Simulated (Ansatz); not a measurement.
# CsPbCl3 (model cell, started as cubic perovskite with Pb in the octahedra): phonons and vibrational spectra, part 2 of 2

Wanted: vibrations and spectra of CsPbCl3 (model cell, started as cubic perovskite with Pb in the octahedra); the cell is already relaxed. After the zone centre comes a 2×2×2 q mesh on a 8×8×8 k mesh.

Ansatz 0.2.0; DFT PBEsol, scalar-relativistic, plane waves, PAW; PAW set soft_1.

So far. Step 2 (Modes at Γ): Before it was imposed, the acoustic sum rule was missed by 1.8e-4 eV/Å² and the charge sum rule by 0.0063 e. Small misses are needed for a sound result but don't prove that mesh and cutoff are converged. The lowest optical mode is imaginary, 21.5i cm⁻¹, so the energy falls along it.

**3. The dispersion**

Stability and thermal properties need the whole zone. Linear response on a 2×2×2 q mesh gives force constants as far as a supercell of that size would, and the tensors from the zone-centre run are typed in so that the long-range dipole term is interpolated apart.

File input.yaml:

```yaml
crystal:
  lattice:
    - [5.6180085334, 0.0, 0.0]
    - [0.0, 5.6180085334, 0.0]
    - [0.0, 0.0, 5.6180085334]
  atoms:
    - { symbol: Cs, position: [0.0, 0.0, 0.0] }
    - { symbol: Pb, position: [0.5, 0.5, 0.5] }
    - { symbol: Cl, position: [0.5, 0.5, 0.0] }
    - { symbol: Cl, position: [0.5, 0.0, 0.5] }
    - { symbol: Cl, position: [0.0, 0.5, 0.5] }
kpoints:
  mp_grid: { grid: [8, 8, 8] }
hamiltonian:
  xc: pbesol
  pseudopotentials: { kind: paw, azcp: { folder: soft_1 }, xc_functional: pbe }
scf:
  occupations: { method: fixed }
output:
  eigenvalues: true
phonons:
  method: dfpt
  qmesh: [2, 2, 2]
  temperatures: { t_max: 1000, t_step: 50 }
  qpath:
    path:
      - [[0.0, 0.0, 0.0], [0.0, 0.5, 0.0], [0.5, 0.5, 0.0], [0.0, 0.0, 0.0], [0.5, 0.5, 0.5], [0.0, 0.5, 0.0]]
      - [[0.5, 0.5, 0.5], [0.5, 0.5, 0.0]]
    npoints: 10
  non_analytic_term:
    high_frequency_dielectric_tensor: [[4.0408, 0.0, 0.0], [0.0, 4.0408, 0.0], [0.0, 0.0, 4.0408]]
    born_effective_charges:
      - { species: Cs, tensor: [[1.3223, 0.0, 0.0], [0.0, 1.3223, 0.0], [0.0, 0.0, 1.3223]] }
      - { species: Pb, tensor: [[3.9499, 0.0, 0.0], [0.0, 3.9499, 0.0], [0.0, 0.0, 3.9499]] }
      - { species: Cl, tensor: [[-0.7258, 0.0, 0.0], [0.0, -0.7258, 0.0], [0.0, 0.0, -3.8207]] }
      - { species: Cl, tensor: [[-0.7258, 0.0, 0.0], [0.0, -3.8207, 0.0], [0.0, 0.0, -0.7258]] }
      - { species: Cl, tensor: [[-3.8207, 0.0, 0.0], [0.0, -0.7258, 0.0], [0.0, 0.0, -0.7258]] }
    source: "zone-centre run at this cell"
```

Command:

```console
> ansatz run input.yaml --threads 4 --pin off --max-ram 16384MiB --backend cpu --events-out ev --progress --plain --runs-dir out
```

Numbers of over 12 decimals in the logs are rounded to 6 here.

Log:

```text
[...]
Crystal: 5 atoms, lattice volume = 177.316 Å³
Basis set: ecut = 420 eV, 3431 PW (Γ), exchange–correlation on 80×80×80 points (8 copies of the dense FFT grid, shifted against one another)
Bands: 27, of which v1, the nominal top of the filled ones, is band 22 counted from 1 (21 counted from 0)
Symmetry: 48 space group operations
k-points: 35 of 512
[...]
SCF iter   1: F=—  HF=-20534.057177 eV  |F-HF|=—  |Δ(HF+E_count)|=         —  Δρ=2.39e-2  dr2=2.20e0  ethr=3.10e-3  ⟨swp⟩=5.0  Hψ=3962  notcnv=0  defer=61
[...]
SCF iter  10: F=-20532.982116 eV  HF=-20532.982116 eV  |F-HF|=1.09e-11  |Δ(HF+E_count)|=  2.18e-10  Δρ=4.09e-8  dr2=5.08e-12  ethr=1.00e-12  ⟨swp⟩=16.4  Hψ=7232  notcnv=0
SCF 1 converged in 10 iterations: F = -20532.982116 eV  dr2 = 5.08e-12
[...]
NSCF: frozen V_eff on 35 k-points
[...]
DFPT response loops at q = (0, 0, 0) (fractional): preconditioner auto → Resta (q_TF=auto, 2.163 Å⁻¹)  ε∞=5.7 (no band partly filled); β = 1.00, the filter's whole step (`scf.mixing.beta` (0.50) is not read by the response loops at its default; to damp them type it under 1.00, their step now; it binds the ground state too); Broyden in place of MSR1
[...]
SCF converged after 10 iterations
Free energy (F): -20532.982116 eV
[...]
Internal energy: -20532.982116 eV  (E = F + TS)
E sigma→0 (E₀):  -20532.982116 eV
Fermi energy:    3.945302 eV
[...]
--- Band table (eV; the first three rows and the last of 35) ---
  k-point 0: bands = [... 18 lower, 1.3664, 1.4719, 1.4719, 1.4719, 7.1954, 8.2031, 8.2031, 9.0891, ... 1 higher]
  k-point 1: bands = [... 18 lower, 1.3516, 1.4558, 1.4558, 1.4698, 7.3457, 8.3071, 8.3154, 9.1366, ... 1 higher]
  k-point 2: bands = [... 18 lower, 1.3156, 1.4170, 1.4170, 1.5569, 7.7025, 8.5096, 8.6113, 8.7342, ... 1 higher]
  k-point 34: bands = [... 18 lower, 1.7969, 1.7969, 1.7969, 3.9453, 5.7875, 5.7875, 5.7875, 8.9618, ... 1 higher]
--- Phonons (Γ-DFPT): 4 representative perturbations + reference (Σ response iterations 15) ---
  ASR residual: 5.114e-5 → 0.000e0 eV/Å²; symmetrization residual: 3.862e-5 eV/Å²
  ASR residual per site (eV/Å²): 2.04e-5 4.84e-6 5.11e-5 5.11e-5 5.11e-5
[...]
--- Phonons (arbitrary-q DFPT): 4 irreducible q on the 2×2×2 mesh ---
  q = [0.0000, 0.0000, 0.0000] (star 1, of the zone-centre solve; hermiticity 3.14e-5, symmetrization 2.83e-12): -21.53 -21.53 -21.53 -0.00 -0.00 -0.00 20.32 20.32 20.32 51.77 51.77 51.77 136.27 136.27 136.27
  q = [0.0000, 0.0000, -0.5000] (star 3, 9 solved perturbations in 975 linear systems a pass and spin channel, the states on 125 of 512 k-point pairs; hermiticity 7.27e-6, symmetrization 2.16e-12): -13.29 -13.29 10.52 10.52 35.23 38.61 42.94 42.94 43.82 43.82 52.10 110.91 136.48 136.48 248.14
[...]
sum rule: each row above includes the acoustic sum rule's correction from the zone centre's row sums; it moved no ω² by more than (0.63 cm⁻¹)²
  mesh force constants: q→R imaginary residual 6.57e-18; ASR residual 5.114e-5 → 0.000e0 eV/Å²; symmetrization residual 7.994e-15 eV/Å²
  interpolated dispersion: 63 rows × 15 modes
  density of states and harmonic sums: on the 12×12×12 q-mesh, interpolated from the force constants of a 2×2×2 supercell (with the dipole–dipole term of supplied tensors)
  largest difference from the sums on the solved wave vectors: F 3.48e-2 eV, S 3.65e-5 and C_V 1.56e-5 eV/K
  zero-point energy: 0.064406 eV/cell   skipped modes (ω ≤ 0): 289, of them read as no rigid motion or as one in doubt: 286 (3.394e0 modes/cell left out, lowest -47.99 cm⁻¹)   left out of the sums: 2.26e-1 of the cell's modes: C_V's classical limit lies that fraction below 3 k_B per atom; for a crystal, a wire or a layer, F and S can be off by more, and a phonons.interpolated_qmesh denser along its periods is the remedy for the sampling
```

Elapsed: 6.8 min, on 4 threads of Arm Neoverse V1, shared host; peak memory 1.9 GiB.

This step gave:

```yaml
sum_rule_residual_before_enforcement: 5.11e-5 eV/Å²
lowest_frequency_on_the_path: -47.99 cm⁻¹
highest_frequency_on_the_path_or_at_a_solved_wavevector: 262.9 cm⁻¹
lowest_mode_on_the_q_mesh_acoustic_modes_at_gamma_apart: -47.99 cm⁻¹
```

Frequencies (cm⁻¹) solved at each irreducible wavevector; negative means imaginary. Frequencies by wavevector, by row:

```csv
q in reciprocal lattice units,star,mode 1,mode 2,mode 3,mode 4,mode 13,mode 14,mode 15
0 0 0,1,-21.5,-21.5,-21.5,0,136.3,136.3,136.3
0 0 -0.5,3,-13.3,-13.3,10.5,10.5,136.5,136.5,248.1
0 -0.5 -0.5,3,-47.5,-20.6,-20.6,7.9,136.6,220.9,256.9
-0.5 -0.5 -0.5,1,-48,-48,-48,-11.7,220.6,220.6,262.9
```

Interpolated from a 2×2×2 q mesh, with the LO-TO term (at Γ the limit along the path; where Γ stands inside the path, tables give the limit on arrival). Phonon branches along the path, in cm⁻¹:

```csv
point,branch 1,branch 2,branch 3,branch 4,branch 12,branch 13,branch 14,branch 15
Γ,-22,-22,0,0,56,136,136,232
halfway,-18,-18,10,10,88,136,136,240
X,-13,-13,10,10,111,136,136,248
halfway,-35,-14,-8,7,107,136,188,249
M,-48,-21,-21,8,103,137,221,257
halfway,-28,-14,-13,17,88,136,176,236
Γ,-22,-22,0,0,56,136,136,232
halfway,-29,-25,-25,9,88,178,178,235
R,-48,-48,-48,-12,98,221,221,263
halfway,-37,-33,-25,-9,105,180,194,250
X,-13,-13,10,10,111,136,136,248
jump to R,-48,-48,-48,-12,98,221,221,263
halfway,-48,-36,-36,-5,101,186,221,257
M,-48,-21,-21,8,103,137,221,257
```

Tetrahedra on a 12×12×12 mesh, mean over bins of 5 cm-1. Interpolated from a 2×2×2 q mesh. The phonon density of states by wavenumber; read off at these points:

```csv
wavenumber (cm⁻¹),phonon density of states (1/cm⁻¹/cell)
-48,0.0248
-32,0.0496
-18,0.136
-2,0.0463
12,0.0733
22,0.131
28,0.0810
42,0.0795
52,0.116
58,0.102
72,0.0810
88,0.0446
102,0.0849
112,5.5e-4
128,0
142,0.0543
158,0.0235
172,0.0178
188,0.0175
202,0.0170
218,0.0201
232,0.0228
248,0.0636
262,0.00104
```

The partial phonon density of states has structure finer than the step of the table below, so its rows give means over 10 cm⁻¹, whole bins alone (the curve runs from -57.4 to 279 cm⁻¹). Peaks (cm⁻¹: height): Cl -36.2: 0.0579, -25.6: 0.0616, 27.4: 0.0620, 44.3: 0.0639, 54.9: 0.0861, 69.7: 0.0617, 146.0: 0.0638; Cs -8.6: 0.0822, 16.8: 0.0577; Pb 54.9: 0.0387, 69.7: 0.0485, 82.4: 0.0440, 101.5: 0.0681.

Phonopy on the run's constants, 11x11x11 mesh, Gaussian sigma 2.4 cm-1. Interpolated from a 2×2×2 q mesh. Partial phonon density of states against wavenumber; means over each step; values in 1/cm⁻¹/cell:

```csv
wavenumber (cm⁻¹),Cl,Cs,Pb
-50,0.0154,2.3e-5,3.7e-6
-40,0.0493,6.6e-4,6.3e-5
-30,0.0457,0.00685,1.5e-4
-20,0.0498,0.0550,6.8e-4
-10,0.0212,0.0747,3.9e-4
0,0.00493,0.0259,5.8e-4
10,0.0250,0.0343,0.00603
20,0.0528,0.0469,0.0122
30,0.0510,0.0230,0.0131
40,0.0518,0.0106,0.0232
50,0.0616,0.00724,0.0316
60,0.0608,0.00480,0.0273
70,0.0565,0.00405,0.0358
80,0.0383,0.00223,0.0282
90,0.0130,0.00132,0.0337
100,0.0123,0.00190,0.0571
110,0.00433,4.0e-4,0.0159
120,2.3e-5,6.5e-7,7.2e-5
130,0.00719,0,0.00106
140,0.0395,7.2e-6,0.00480
150,0.0254,1.4e-5,0.00257
160,0.0151,1.1e-6,6.1e-4
170,0.0286,1.9e-5,0.00118
180,0.00667,1.7e-6,1.1e-4
190,0.0255,5.5e-6,2.8e-4
200,0.0100,9.0e-7,8.7e-5
210,0.0210,0,3.7e-5
220,0.0106,7.0e-7,1.4e-5
230,0.0116,8.9e-5,0.00112
240,0.0313,1.1e-4,0.00130
250,0.0441,5.3e-5,5.4e-4
260,0.00949,5.5e-7,5.0e-5
270,7.9e-5,0,0
```

Symmetry leaves 4 wavevectors to solve. The lowest mode among them, the acoustic zeros apart, lies at q = (-0.5, -0.5, -0.5) and is imaginary, 48.0i cm⁻¹, so the energy falls along it.

**4. Summary of results**

```yaml
space_group_within_0p01_a: Pm-3m
volume_per_atom: 35.5 Å³
gap_on_the_k_mesh: 1.84 eV
highest_optical_mode_at_the_zone_centre_no_lo_to_term: 136 cm⁻¹
top_of_the_zone_centre_spectrum_with_the_field: 232 cm⁻¹
lowest_optical_zone_centre_mode: -21.5 cm⁻¹
mean_high_frequency_dielectric_constant: 4.04
largest_born_charge_third_of_the_trace: 3.95 e
lowest_mode_on_the_q_mesh_acoustic_modes_at_gamma_apart: -48.0 cm⁻¹
highest_frequency_on_the_path_or_at_a_solved_wavevector: 263 cm⁻¹
imaginary_modes_on_the_2x2x2_q_mesh: yes
```

In words: Modes are clearly imaginary (beyond 10i cm⁻¹) at 4 of the 4 irreducible wavevectors, most at q = (-0.5, -0.5, -0.5) (48.0i cm⁻¹), so this structure is not a minimum of the energy. Without the field, the optical modes at Γ span -22 to 136 cm⁻¹ (negative means imaginary). The highest mode in this list at Γ, 136.3 cm⁻¹, is mostly motion of Cl (88 % of the kinetic energy). With the macroscopic field of the longitudinal modes the top of the zone-centre spectrum lies at 232 cm⁻¹, against 136 cm⁻¹ without it. Among the real modes, the strongest infrared line is at 136 cm⁻¹. With the field response the log warns that the k mesh is coarse for the force constants too, so the frequencies may not be converged. Spin-orbit coupling is left out, which can matter for the heavy elements here. The PAW files were made for PBE and serve the other functionals too. The starting cell was built on a prototype and not taken from a measurement, so the phase need not exist. These are harmonic frequencies at zero temperature: anharmonic shifts, linewidths and thermal expansion are left out.

[Logs are printed without paths, hosts, clocks, repeated set-up lines and the standing remarks that a program may print on its own settings, such as how far it seeks lower states.]

[Hosts, paths, dates, database ids (printed as entryN), source tags and the programs' standing remarks are cut or masked in the printed files.]
